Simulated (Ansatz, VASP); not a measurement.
**Two plane-wave programs on Si12H6C**

```xyz
38
Lattice="7.6806 0.0000 0.0000 0.0000 7.6806 0.0000 0.0000 0.0000 22.8087" Properties=species:S:1:pos:R:3 pbc="T T T"
Si    0.8453    0.0000   14.9730
Si    1.0802    3.8403   14.6327
Si    3.2028    0.0000   14.9532
Si    3.3130    3.8403   15.3192
Si    0.0809    1.8928   13.8330
Si    0.0809    5.7878   13.8330
Si    3.7597    1.9999   13.8661
Si    3.7597    5.6807   13.8661
Si    1.9621    1.9140   12.3546
Si    1.9621    5.7666   12.3546
Si    5.7486    1.9487   12.5834
Si    5.7486    5.7319   12.5834
Si    1.8998    0.0000   11.0297
Si    1.9329    3.8403   11.0448
Si    5.7453    0.0000   11.2151
Si    5.7817    3.8403   11.1666
Si   -0.0534    0.0000    9.7625
Si   -0.0108    3.8403    9.7525
Si    3.8626    0.0000    9.7637
Si    3.8779    3.8403    9.7560
Si    0.0000    1.9201    8.4200
Si    0.0000    5.7604    8.4200
Si    3.8403    1.9201    8.4200
Si    3.8403    5.7604    8.4200
H    -1.1600    1.9201    7.5000
H     1.1600    1.9201    7.5000
H    -1.1600    5.7604    7.5000
H     1.1600    5.7604    7.5000
H     2.6803    1.9201    7.5000
H     5.0003    1.9201    7.5000
H     2.6803    5.7604    7.5000
H     5.0003    5.7604    7.5000
H     0.8216    0.8881   17.3678
H     0.8216   -0.8881   17.3678
H     3.2133    0.8898   17.3452
H     3.2133   -0.8898   17.3452
C     1.2362    0.0000   16.8728
C     2.7946    0.0000   16.8563
```

Alike in both runs: functional PBE; dispersion D3(BJ); k mesh 3 × 3 × 1; occupations gaussian, width 0.05 eV; no spin polarisation.

Ansatz relaxed the structure, and its values are those at the end. VASP's run is a single point on that final structure, the one shown.

```csv
,VASP,Ansatz
version,VASP 6.6.1,Ansatz 0.2.0
potentials or method,"VASP PAW PBE potentials, release 64 (Si, H, C)","scalar-relativistic, plane waves, PAW"
plane-wave cutoff (eV),520,420
valence electrons in the cell,116,116
```

Ansatz gave:

```
gap on the k mesh at the Fermi level (eV) : 0.73
least direct gap on the mesh (eV)         : 0.87
rms of the force components (eV/Å)        : 0.055
dispersion energy (meV/atom)              : -172.1
```

Problem. Which values does VASP return?

Solution. gap on the k mesh at the Fermi level (eV): 0.73; least direct gap on the mesh (eV): 0.87; rms of the force components (eV/Å): 0.057; dispersion energy (meV/atom): -172.1.

Ansatz warned: «dispersion_switch_in_reach».

A hybrid or GW would open this gap; PBE tends to underestimate it.
